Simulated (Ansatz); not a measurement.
# Ta: how the settings move a relaxation

Question: which choices in the input matter for Ta?

This is Ta in the fcc structure; at room conditions it is bcc.

Program: Ansatz 0.2.0. Level of theory: reference: DFT, LDA, PAW with Ansatz's default frozen-core files, scalar-relativistic. These are calculated values, not measurements.

1 further run of the same task is left out (it didn't finish).

## (1) The structure to begin with

The structure is cubic, space group Fm-3m (No. 225). The conventional cell has a = 4.134 Å, b = 4.134 Å, c = 4.134 Å, α = 90.00°, β = 90.00°, γ = 90.00°. Around Ta (site symmetry m-3m) lie 12 Ta at 2.92 Å.

As a file:

```
Ta
1.0
     0.00000    2.06693    2.06693
     2.06693    0.00000    2.06693
     2.06693    2.06693    0.00000
Ta
1
Direct
  0.00000 0.00000 0.00000
```

## (2) Baseline

input.yaml reads:

```yaml
crystal:
  lattice:
    - [0.0, 2.0669266894, 2.0669266894]
    - [2.0669266894, 0.0, 2.0669266894]
    - [2.0669266894, 2.0669266894, 0.0]
  atoms:
    - { symbol: Ta, position: [0.0, 0.0, 0.0] }
kpoints:
  mp_grid: { grid: [13, 13, 13] }
scf:
  occupations: { method: fermi_dirac, width: 0.05 }
hamiltonian:
  xc: lda
  pseudopotentials: { kind: paw }
output:
  forces: true
  stress: true
  efg: { contact_densities: true }
  write_density: true
  write_potential: true
  elf: true
  volumetric_format: npy
relax:
  f_tol: 0.005
  max_steps: 80
  cell: {}
```

The run is started by

```
> ansatz run input.yaml --threads 1 --pin off --max-ram 2048MiB --backend cpu --events-out ev --progress --plain --runs-dir out
```

## (3) Changed: n_extra_bands 4, mixing.algorithm broyden, mixing.beta 0.9

Changes to input.yaml since step 2:

```diff
@@ -11,2 +11,4 @@
   occupations: { method: fermi_dirac, width: 0.05 }
+  n_extra_bands: 4
+  mixing: { algorithm: broyden, beta: 0.9 }
 hamiltonian:
```

Before running it: what results should come out? Wanted: for each run, ending; energy change; pressure; gap; force.

As calculated:

| run | ending | energy change | pressure (GPa) | gap (eV) | force (eV/Å) | cycles | time |
| --- | --- | --- | --- | --- | --- | --- | --- |
| reference | converged | 0 | 0.0 | 0.00 | 0.00 | 19 | 5.3 s |
| 1: n_extra_bands 4, mixing.algorithm broyden, mixing.beta 0.9 | converged | 0.0 meV/atom | 0.0 | 0.00 | 0.00 | 16 | 5.3 s |

Same state: the changed mixing leaves the energy within 0.5 meV/atom. Cost: 16 SCF cycles against 19.
